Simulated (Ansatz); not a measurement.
The system is Bi2TeSe2 (Skippenite).

```
Bi Te Se
1.0
     2.09150    1.20753    9.71233
    -2.09150    1.20753    9.71233
     0.00000   -2.41506    9.71233
Bi Te Se
2 1 2
Direct
  0.60194 0.60194 0.60194
  0.39806 0.39806 0.39806
  0.00000 0.00000 0.00000
  0.78840 0.78840 0.78840
  0.21160 0.21160 0.21160
```

Base run:

- Program: Ansatz 0.2.0
- Functional: PBEsol
- Potentials or basis: all-electron LAPW, scalar-relativistic
- Cutoff: 210 eV (chosen from the basis error)
- Basis error allowed: 0.001 eV/atom
- k mesh: 7 × 7 × 7
- Occupations: fermi-dirac, width 0.05 eV
- Spin: no spin polarisation

Its results: band gap on the k mesh 0.43 eV, direct; pressure 1.9 GPa; largest force 1.792 eV/Å.

The run is repeated on the same cell with these changes: functional from PBEsol to LDA; basis error allowed from 0.001 eV/atom to 0.002 eV/atom. What comes out?

Band gap on the k mesh 0.39 eV, direct; pressure 0.4 GPa; largest force 1.782 eV/Å.

Caveats: spin-orbit coupling is left out, which as a rule narrows the gap of such compounds by several tenths of an eV; forces of over 1 eV/Å show positions far from the minimum, so gaps and moduli don't describe the material at rest; an odd mesh through Γ misses points on the zone boundary, where band edges often lie (some runs).
